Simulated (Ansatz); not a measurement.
# FeS2 (Pnnm): equation of state

An exercise on one series of results from a longer session: the logs are not shown, and one member is left open.

The COD entry's cell or inner coordinates are ideal or old and differ from later refinements, so a difference from it is no clean test against experiment.

Method: DFT PBE, scalar-relativistic, plane waves, PAW, in Ansatz 0.2.0.

**Starting point**

The structure is orthorhombic, space group Pnnm (No. 58). The conventional cell has a = 4.439 Å, b = 5.410 Å, c = 3.389 Å, α = 90.00°, β = 90.00°, γ = 90.00°. Fe (site symmetry 2/m) is surrounded by 6 S at 2.23 to 2.24 Å. Around S (site symmetry m) lie 3 Fe at 2.23 to 2.24 Å and 1 S at 2.28 Å.

As a file:

```
CELL_PARAMETERS angstrom
4.43891 0.00000 0.00000
0.00000 5.40981 0.00000
0.00000 0.00000 3.38934
ATOMIC_POSITIONS crystal
Fe 0.00000 0.00000 0.00000
Fe 0.50000 0.50000 0.50000
S 0.20627 0.37519 0.00000
S 0.29373 0.87519 0.50000
S 0.79373 0.62481 0.00000
S 0.70627 0.12481 0.50000
```

An earlier run at PBE left this cell at 13.565 Å³/atom and 0.00 GPa (6×4×8 mesh).

Volume factors to run: 0.980, 1.020, 0.960, 1.040.

The first run:

input.yaml

```yaml
crystal:
  lattice:
    - [4.4091185751, 0.0, 0.0]
    - [0.0, 5.3734998497, 0.0]
    - [0.0, 0.0, 3.3665930661]
  atoms:
    - { symbol: Fe, position: [0.0, 0.0, 0.0] }
    - { symbol: Fe, position: [0.5, 0.5, 0.5] }
    - { symbol: S, position: [0.2062737188, 0.3751857004, 0.0] }
    - { symbol: S, position: [0.2937262812, 0.8751857004, 0.5] }
    - { symbol: S, position: [0.7937262812, 0.6248142996, 0.0] }
    - { symbol: S, position: [0.7062737188, 0.1248142996, 0.5] }
basis:
  ecutwfc: 420
  ecutrho_ratio: 4
kpoints:
  mp_grid: { grid: [6, 4, 8] }
hamiltonian:
  xc: pbe
scf:
  occupations: { method: gaussian, width: 0.05 }
output:
  forces: true
  stress: true
  eigenvalues: true
relax:
  f_tol: 0.01
  max_steps: 40
  cell: { stress_tol: 0.1, fix: [volume] }
```

Command:

```bash
ansatz run input.yaml --threads 4 --pin off --max-ram 10240MiB --backend cpu --events-out ev --progress --plain --runs-dir out
```

Steps of the session up to this table: Scaling the volume by 0.980; At 1.020 of the relaxed volume; At 0.960 of the relaxed volume; At 1.040 of the relaxed volume.

One of the session's tables, all rows but one given; the rest of the session is left out.

It belongs to the step «Energy and pressure against volume». 

```
volume (Å³/atom)  energy (meV/atom)  pressure (GPa)  gap (eV)
          13.022              10.96            6.74      1.01
          13.294               2.63            3.18      0.95
          13.565               0.00            0.00      0.90
          13.836                  ?               ?         ?
          14.108               9.42           -5.36      0.79
```

**Question.** Estimate the row for volume (Å³/atom) = 13.836.

Worked estimate for «energy (meV/atom)». A straight line through the neighbours (13.565, 0.00) and (14.108, 9.42) gives 0.00 + (9.42 − 0.00) × (13.836 − 13.565) / (14.108 − 13.565) = 4.70; a parabola fitted to 3 rows on both sides gives 2.25.

As computed: energy (meV/atom): 2.45; pressure (GPa): -2.84; gap (eV): 0.84. In «energy (meV/atom)» the line misses by +2.25 and the parabola by -0.20.
